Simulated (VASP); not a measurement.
# BAs (F-43m) in VASP: notebook

One crystal, BAs, is run at these levels: PBE; tasks: relaxation of the atoms.

Program: VASP 6.6.1. These are calculated values, not measurements. Logs are shortened: lines on timing, memory, paths and dates and some standing lists are left out, and cuts for length are marked.

## 1. Starting point

Symmetry: F-43m, No. 216, cubic system. The conventional cell has a = 4.816 Å, b = 4.816 Å, c = 4.816 Å, α = 90.00°, β = 90.00°, γ = 90.00°. Around B (site symmetry -43m) lie 4 As at 2.09 Å. Around As (site symmetry -43m) lie 4 B at 2.09 Å.

## 2. Relaxation of the atoms, PBE (a relaxed cell with its volume scaled by 0.96)

The input, INCAR:

```
SYSTEM = BAs
PREC = Accurate
ENCUT = 600
EDIFF = 1E-7
ISMEAR = 0
SIGMA = 0.03
LREAL = .FALSE.
LASPH = .TRUE.
NELM = 80
ALGO = Normal
ISIF = 2
LWAVE = .FALSE.
LCHARG = .FALSE.
GGA = PE
IBRION = 2
NSW = 40
EDIFFG = -0.01
```

The input, KPOINTS:

```
Automatic mesh
0
G
  10 10 10
  0 0 0
```

The input, POSCAR:

```
BAs                                     
1.0
    0.0000000000      2.3756235471      2.3756235471
    2.3756235471      0.0000000000      2.3756235471
    2.3756235471      2.3756235471      0.0000000000
  B               As            
     1     1
Direct
     0.0000000000000000    0.0000000000000000    0.0000000000000000
     0.2500000000000000    0.2500000000000000    0.2500000000000000
```

Potentials or basis: VASP PAW PBE potentials, release 64 (B, As).

The run is started by

```sh
$ cat potpaw_PBE.64/B/POTCAR potpaw_PBE.64/As/POTCAR > POTCAR
$ mpirun -np 1 vasp_std > vasp.out
```

OUTCAR:

```text
SYSTEM = BAs
   PREC = Accurate
   ENCUT = 600
   EDIFF = 1E-7
   ISMEAR = 0
   LREAL = .FALSE.
   LASPH = .TRUE.
   NELM = 80
   ISIF = 2
   GGA = PE
   IBRION = 2
   NSW = 40
   EDIFFG = -0.01

 ion  position               nearest neighbor table
   1  0.000  0.000  0.000-   2 2.06   2 2.06   2 2.06   2 2.06
   2  0.250  0.250  0.250-   1 2.06   1 2.06   1 2.06   1 2.06

  LATTYP: Found a face centered cubic cell.
 ALAT       =     4.7512470942

  Lattice vectors:

 A1 = (   0.0000000000,   2.3756235471,   2.3756235471)
 A2 = (   2.3756235471,   0.0000000000,   2.3756235471)
 A3 = (   2.3756235471,   2.3756235471,   0.0000000000)

Analysis of symmetry for initial positions (statically):
=====================================================================
 Subroutine PRICEL returns:
 Original cell was already a primitive cell.

 Routine SETGRP: Setting up the symmetry group for a
 face centered cubic supercell.

 Subroutine GETGRP returns: Found 24 space group operations
 (whereof 24 operations were pure point group operations)
 out of a pool of 48 trial point group operations.

The static configuration has the point symmetry T_d .

Analysis of symmetry for dynamics (positions and initial velocities):
=====================================================================
 Subroutine PRICEL returns:
 Original cell was already a primitive cell.

 Routine SETGRP: Setting up the symmetry group for a
 face centered cubic supercell.

 Subroutine GETGRP returns: Found 24 space group operations
 (whereof 24 operations were pure point group operations)
 out of a pool of 48 trial point group operations.

The dynamic configuration has the point symmetry T_d .

 Subroutine INISYM returns: Found 24 space group operations
 (whereof 24 operations are pure point group operations),
 and found     1 'primitive' translations

----------------------------------------------------------------------------------------

                                     Primitive cell

  volume of cell :      26.8141

  direct lattice vectors                    reciprocal lattice vectors
     0.000000000  2.375623547  2.375623547    -0.210471057  0.210471057  0.210471057
     2.375623547  0.000000000  2.375623547     0.210471057 -0.210471057  0.210471057
     2.375623547  2.375623547  0.000000000     0.210471057  0.210471057 -0.210471057

  length of vectors
     3.359639039  3.359639039  3.359639039     0.364546565  0.364546565  0.364546565

  position of ions in fractional coordinates (direct lattice)
     0.000000000  0.000000000  0.000000000
     0.250000000  0.250000000  0.250000000

  ion indices of the primitive-cell ions
   primitive index   ion index
                 1           1
                 2           2

----------------------------------------------------------------------------------------

 KPOINTS: Automatic mesh

Automatic generation of k-mesh.
 Grid dimensions read from file:
 generate k-points for:   10   10   10

 Generating k-lattice:

  Cartesian coordinates                     Fractional coordinates (reciprocal lattice)
    -0.021047106  0.021047106  0.021047106     0.100000000  0.000000000  0.000000000
     0.021047106 -0.021047106  0.021047106     0.000000000  0.100000000  0.000000000
     0.021047106  0.021047106 -0.021047106     0.000000000  0.000000000  0.100000000

  Length of vectors
     0.036454656  0.036454656  0.036454656

  Shift w.r.t. Gamma in fractional coordinates (k-lattice)
     0.000000000  0.000000000  0.000000000

 Subroutine IBZKPT returns following result:
 ===========================================

 Found     47 irreducible k-points:

 Following reciprocal coordinates:
            Coordinates               Weight
  0.000000  0.000000  0.000000      1.000000
  0.100000  0.000000  0.000000      8.000000
  0.200000  0.000000  0.000000      8.000000
  0.300000  0.000000  0.000000      8.000000
  0.400000  0.000000  0.000000      8.000000
  0.500000  0.000000  0.000000      4.000000
[... 16 lines left out ...]
  0.300000  0.300000  0.000000      6.000000
  0.400000  0.300000  0.000000     24.000000
 [... further k-points ...]
   k-points           NKPTS =     47   k-points in BZ     NKDIM =     47   number of bands    NBANDS=      8
   number of dos      NEDOS =    301   number of ions     NIONS =      2
   total plane-waves  NPLWV =  21952
   dimension x,y,z NGX =    28 NGY =   28 NGZ =   28
   dimension x,y,z NGXF=    56 NGYF=   56 NGZF=   56
   ions per type =               1   1
   NGX,Y,Z   is equivalent  to a cutoff of  13.86, 13.86, 13.86 a.u.
   NGXF,Y,Z  is equivalent  to a cutoff of  27.71, 27.71, 27.71 a.u.
 SYSTEM =  BAs
   PREC   = accura    normal or accurate (medium, high low for compatibility)
   ISTART =      0    job   : 0-new  1-cont  2-samecut
   ICHARG =      2    charge: 1-file 2-atom 10-const
   ISPIN  =      1    spin polarized calculation?
   LNONCOLLINEAR =      F non collinear calculations
   LSORBIT =      F    spin-orbit coupling
   LASPH  =      T    aspherical Exc in radial PAW
   ENCUT  =  600.0 eV  44.10 Ry    6.64 a.u.   6.71  6.71  6.71*2*pi/ulx,y,z
   NELM   =     80;   NELMIN=  2; NELMDL= -5     # of ELM steps
   EDIFF  = 0.1E-06   stopping-criterion for ELM
   LREAL  =      F    real-space projection
   EDIFFG = -.1E-01   stopping-criterion for IOM
   NSW    =     40    number of steps for IOM
   IBRION =      2    ionic relax: 0-MD 1-quasi-New 2-CG
   NFREE  =      1    steps in history (QN), initial steepest desc. (CG)
   ISIF   =      2    stress and relaxation
   ISYM   =      2    0-nonsym 1-usesym 2-fastsym
   POTIM  = 0.5000    time-step for ionic-motion
   TEBEG  =    0.0;   TEEND  =   0.0 temperature during run
   PSTRESS=    0.0 pullay stress
   NELECT =       8.0000    total number of electrons
   NUPDOWN=      -1.0000    fix difference up-down
   EMIN   =  10.00;   EMAX   =-10.00  energy-range for DOS
   EFERMI =   0.00;   METHOD = LEGACY
   ISMEAR =     0;   SIGMA  =   0.03  broadening in eV -4-tet -1-fermi 0-gaus
   EFERMI_NEDOS =   21; number of points for ismear=-14 and -15
   IALGO  =     38    algorithm
   IMIX   =      4    mixing-type and parameters
     AMIX     =   0.40;   BMIX     =  1.00
     AMIX_MAG =   1.60;   BMIX_MAG =  1.00
  volume/ion in A,a.u.               =      13.41        90.48
  Fermi-wavevector in a.u.,A,eV,Ry     =   1.093916  2.067201 16.281434  1.196652
  Thomas-Fermi vector in A             =   2.230210
   LORBIT       =      0    0 simple, 1 ext, 2 COOP (PROOUT), +10 PAW based schemes
   GGA     = PE    functional components
   LHFCALC =     F    Hartree Fock is set to
   AEXX    =    0.0000 exact exchange contribution
   IVDW    =     0    specifies the selected vdW correction
   LEPSILON=     F    determine dielectric tensor
   LRPA    =     F    only Hartree local field effects (RPA)
 conjugate gradient relaxation of ions
 non-spin polarized calculation
 Gauss-broadening in eV      SIGMA  =   0.03
  energy-cutoff  :      600.00
  volume of cell :       26.81
 maximum number of plane-waves:       934
   NGX = 13   NGY = 13   NGZ = 13

 number of electron       8.0000000 magnetization

 Free energy of the ion-electron system (eV)
  ---------------------------------------------------
  ext. energy  EPLUGINS =         0.00000000
  ---------------------------------------------------
  free energy    TOTEN  =       -11.39455962 eV

  energy without entropy =      -11.39455962  energy(sigma->0) =      -11.39455962

 E-fermi :   6.4778     XC(G=0): -10.6547

 val. band max:        6.3059870559   @ k =   0.0000   0.0000   0.0000
 cond. band min:       7.4649026452   @ k =   0.4000   0.4000   0.0000
 fundamental gap:      1.1589155893
 Fermi energy:         6.4777704565

 k-point     1 :       0.0000    0.0000    0.0000
  band No.  band energies     occupation
      1      -9.2440      2.00000
      2       6.3060      2.00000
      3       6.3060      2.00000
      4       6.3060      2.00000
      5       9.6031      0.00000
      6       9.6031      0.00000
      7       9.6031      0.00000
      8      11.2005      0.00000

 k-point     2 :       0.1000    0.0000    0.0000
  band No.  band energies     occupation
      1      -9.0773      2.00000
      2       4.9007      2.00000
      3       5.9986      2.00000
      4       5.9986      2.00000
      5       9.7837      0.00000
      6      10.0073      0.00000
      7      10.0073      0.00000
      8      12.0365      0.00000

 k-point     3 :       0.2000    0.0000    0.0000
  band No.  band energies     occupation
      1      -8.5854      2.00000
      2       2.5088      2.00000
      3       5.4147      2.00000
      4       5.4147      2.00000
      5       9.5951      0.00000
      6      10.7330      0.00000
      7      10.7330      0.00000
      8      13.6218      0.00000

 k-point     4 :       0.3000    0.0000    0.0000
  band No.  band energies     occupation
      1      -7.8041      2.00000
      2       0.1860      2.00000
      3       4.8993      2.00000
      4       4.8993      2.00000
      5       9.3327      0.00000
      6      11.1314      0.00000
      7      11.1314      0.00000
      8      14.8423      0.00000

 k-point     5 :       0.4000    0.0000    0.0000
  band No.  band energies     occupation
      1      -6.8654      2.00000
      2      -1.7213      2.00000
      3       4.5689      2.00000
      4       4.5689      2.00000
      5       9.1548      0.00000
      6      11.1477      0.00000
      7      11.1477      0.00000
      8      15.2091      0.00000
[... 177 lines left out ...]
 k-point    22 :      -0.2000    0.2000    0.0000
  band No.  band energies     occupation
      1      -7.5364      2.00000
      2       0.7924      2.00000
      3       2.1639      2.00000
      4       4.9930      2.00000
      5      10.2999      0.00000
      6      11.4669      0.00000
      7      12.3830      0.00000
      8      13.3944      0.00000

 k-point    23 :       0.3000    0.3000    0.0000
  band No.  band energies     occupation
      1      -7.2973      2.00000
      2       1.0715      2.00000
      3       3.0618      2.00000
      4       3.0618      2.00000
      5       7.6907      0.00000
      6       9.9713      0.00000
      7      14.8624      0.00000
      8      14.8624      0.00000

 k-point    24 :       0.4000    0.3000    0.0000
  band No.  band energies     occupation
      1      -6.5554      2.00000
      2      -0.1952      2.00000
      3       2.2619      2.00000
      4       2.7607      2.00000
      5       7.9937      0.00000
      6       9.7069      0.00000
      7      15.2582      0.00000
      8      15.4811      0.00000

 [... further k-points ...]
[... 5 lines left out ...]
  --------------------------------------------------------------------------------------
  -------------------------------------------------------------------------------------
  Total        0.9822171      0.9822171      0.9822171      0.0000000      0.0000000      0.0000000
  in kB       58.6887991     58.6887991     58.6887991      0.0000000      0.0000000      0.0000000
  external PRESSURE =      58.6887991 kB  Pullay stress =       0.0000000 kB

 VOLUME and BASIS-vectors are now :
 -----------------------------------------------------------------------------
  energy-cutoff  :      600.00
  volume of cell :       26.81
      direct lattice vectors                 reciprocal lattice vectors
     0.000000000  2.375623547  2.375623547    -0.210471057  0.210471057  0.210471057
     2.375623547  0.000000000  2.375623547     0.210471057 -0.210471057  0.210471057
     2.375623547  2.375623547  0.000000000     0.210471057  0.210471057 -0.210471057

 POSITION                                       TOTAL-FORCE (eV/Angst)
 -----------------------------------------------------------------------------------
      0.00000      0.00000      0.00000        -0.000000      0.000000     -0.000000
      1.18781      1.18781      1.18781         0.000000     -0.000000      0.000000
 -----------------------------------------------------------------------------------
    total drift:                               -0.000000     -0.000000     -0.000000

  FREE ENERGIE OF THE ION-ELECTRON SYSTEM (eV)
  ---------------------------------------------------
  free  energy   TOTEN  =       -11.3945596219 eV

  energy  without entropy=      -11.3945596219  energy(sigma->0) =      -11.39455962

 reached required accuracy - stopping structural energy minimisation
```

It took 14 s on 1 thread of Intel Xeon Platinum 8488C (Sapphire Rapids), shared host; peak memory 0.15 GiB.

Results:

| Property | Result |
| --- | --- |
| Free energy | -11.3946 eV |
| Pressure after relaxing | 5.9 GPa |
| Band gap on the k mesh | 1.16 eV, indirect (least direct gap 3.30 eV) |

Final structure:
```xyz
2
Lattice="0.0000 2.3756 2.3756 2.3756 0.0000 2.3756 2.3756 2.3756 0.0000" Properties=species:S:1:pos:R:3 pbc="T T T"
B     0.0000    0.0000    0.0000
As    1.1878    1.1878    1.1878
```

Levels at points of the mesh, in eV from the valence-band top:
| k point | band 1 | band 2 | band 3 | band 4 | band 5 | band 6 | band 7 | band 8 |
| --- | --- | --- | --- | --- | --- | --- | --- | --- |
| (0.00, 0.00, 0.00) | -15.55 | 0.00 | 0.00 | 0.00 | 3.30 | 3.30 | 3.30 | 4.89 |
| (0.50, 0.00, 0.00) | -12.62 | -8.91 | -1.85 | -1.85 | 2.79 | 4.80 | 4.80 | 8.90 |
| (0.50, 0.50, 0.00) | -11.27 | -8.62 | -4.15 | -4.15 | 1.41 | 1.43 | 11.52 | 11.52 |

Caveat: the relaxation stopped at its first step, so nothing moved.

## 3. Relaxation of the atoms, PBE (a relaxed cell with its volume scaled by 0.98)

INCAR is that of step 2.

KPOINTS is that of step 2.

The input, POSCAR:

```
BAs                                     
1.0
    0.0000000000      2.3920076755      2.3920076755
    2.3920076755      0.0000000000      2.3920076755
    2.3920076755      2.3920076755      0.0000000000
  B               As            
     1     1
Direct
     0.0000000000000000    0.0000000000000000    0.0000000000000000
     0.2500000000000000    0.2500000000000000    0.2500000000000000
```

Potentials or basis: VASP PAW PBE potentials, release 64 (B, As).

The run is started by

```sh
$ cat potpaw_PBE.64/B/POTCAR potpaw_PBE.64/As/POTCAR > POTCAR
$ mpirun -np 1 vasp_std > vasp.out
```

OUTCAR:

```text
SYSTEM = BAs
   PREC = Accurate
   ENCUT = 600
   EDIFF = 1E-7
   ISMEAR = 0
   LREAL = .FALSE.
   LASPH = .TRUE.
   NELM = 80
   ISIF = 2
   GGA = PE
   IBRION = 2
   NSW = 40
   EDIFFG = -0.01

 ion  position               nearest neighbor table
   1  0.000  0.000  0.000-   2 2.07   2 2.07   2 2.07   2 2.07
   2  0.250  0.250  0.250-   1 2.07   1 2.07   1 2.07   1 2.07

  LATTYP: Found a face centered cubic cell.
 ALAT       =     4.7840153510

[... 445 lines left out ...]
      2      -0.3683      2.00000
      3       2.1194      2.00000
      4       2.6072      2.00000
      5       7.7760      0.00000
      6       9.4718      0.00000
      7      14.8815      0.00000
      8      15.1166      0.00000

 [... further k-points ...]
[... 5 lines left out ...]
  --------------------------------------------------------------------------------------
  -------------------------------------------------------------------------------------
  Total        0.4758893      0.4758893      0.4758893     -0.0000000     -0.0000000     -0.0000000
  in kB       27.8547227     27.8547227     27.8547227     -0.0000000     -0.0000000     -0.0000000
  external PRESSURE =      27.8547227 kB  Pullay stress =       0.0000000 kB

 VOLUME and BASIS-vectors are now :
 -----------------------------------------------------------------------------
  energy-cutoff  :      600.00
  volume of cell :       27.37
      direct lattice vectors                 reciprocal lattice vectors
     0.000000000  2.392007675  2.392007675    -0.209029430  0.209029430  0.209029430
     2.392007675  0.000000000  2.392007675     0.209029430 -0.209029430  0.209029430
     2.392007675  2.392007675  0.000000000     0.209029430  0.209029430 -0.209029430

 POSITION                                       TOTAL-FORCE (eV/Angst)
 -----------------------------------------------------------------------------------
      0.00000      0.00000      0.00000         0.000000      0.000000     -0.000000
      1.19600      1.19600      1.19600        -0.000000     -0.000000      0.000000
 -----------------------------------------------------------------------------------
    total drift:                               -0.000000     -0.000000     -0.000000

  FREE ENERGIE OF THE ION-ELECTRON SYSTEM (eV)
  ---------------------------------------------------
  free  energy   TOTEN  =       -11.4096506139 eV

  energy  without entropy=      -11.4096506139  energy(sigma->0) =      -11.40965061

 reached required accuracy - stopping structural energy minimisation
```

Wall time 16 s (1 thread of Intel Xeon Platinum 8488C (Sapphire Rapids), shared host); peak memory 0.16 GiB.

What came out:

```
Free energy             : -11.4097 eV
Pressure after relaxing : 2.8 GPa
Band gap on the k mesh  : 1.18 eV, indirect (least direct gap 3.27 eV)
```

Final structure:
```
B As
1.0
     0.00000    2.39201    2.39201
     2.39201    0.00000    2.39201
     2.39201    2.39201    0.00000
B As
1 1
Direct
  0.00000 0.00000 0.00000
  0.25000 0.25000 0.25000
```

Caveat: the relaxation stopped at its first step, so nothing moved.

## 4. Relaxation of the atoms, PBE

INCAR is that of step 3.

KPOINTS is that of step 3.

The input, POSCAR:

```
BAs                                     
1.0
    0.0000000000      2.4081703798      2.4081703798
    2.4081703798      0.0000000000      2.4081703798
    2.4081703798      2.4081703798      0.0000000000
  B               As            
     1     1
Direct
     0.0000000000000000    0.0000000000000000    0.0000000000000000
     0.2500000000000000    0.2500000000000000    0.2500000000000000
```

The run is started by

```sh
$ cat potpaw_PBE.64/B/POTCAR potpaw_PBE.64/As/POTCAR > POTCAR
$ mpirun -np 1 vasp_std > vasp.out
```

Run time: 22 s. Hardware: 1 thread of Intel Xeon Platinum 8488C (Sapphire Rapids), shared host; peak memory 0.16 GiB.

Results (log left out):

```yaml
Free_energy: -11.4145 eV
Pressure_after_relaxing: 0.0 GPa
Band_gap_on_the_k_mesh: 1.20 eV, indirect (least direct gap 3.25 eV)
```

Final structure:
```
B As
1.0
     0.00000    2.40817    2.40817
     2.40817    0.00000    2.40817
     2.40817    2.40817    0.00000
B As
1 1
Direct
  0.00000 0.00000 0.00000
  0.25000 0.25000 0.25000
```

Levels at points of the mesh, in eV from the valence-band top:
```
           k point  band 1  band 2  band 3  band 4  band 5  band 6  band 7  band 8
(0.00, 0.00, 0.00)  -15.18    0.00    0.00    0.00    3.25    3.25    3.25    4.38
(0.50, 0.00, 0.00)  -12.40   -8.61   -1.78   -1.78    2.55    4.75    4.75    8.82
(0.50, 0.50, 0.00)  -11.12   -8.39   -3.98   -3.98    1.46    1.46   11.13   11.13
```

Caveat: the relaxation stopped at its first step, so nothing moved. A k mesh can miss the band edges.

## 5. Overview

| cell | gap on the mesh (eV) | pressure (GPa) |
| --- | --- | --- |
| atoms relaxed from: a relaxed cell with its volume scaled by 0.96 | 1.16 | 5.9 |
| atoms relaxed from: a relaxed cell with its volume scaled by 0.98 | 1.18 | 2.8 |
| atoms relaxed | 1.20 | 0.0 |

Alike in all rows: task relaxation of the atoms; level PBE; potentials or basis VASP PAW PBE potentials, release 64 (B, As); no spin polarisation; k mesh 10 × 10 × 10; cutoff (eV) 600; smearing gaussian 0.03 eV.

Caveats: the relaxation stopped at its first step, so nothing moved.

Absolute energies hang on the potentials; compare differences alone.
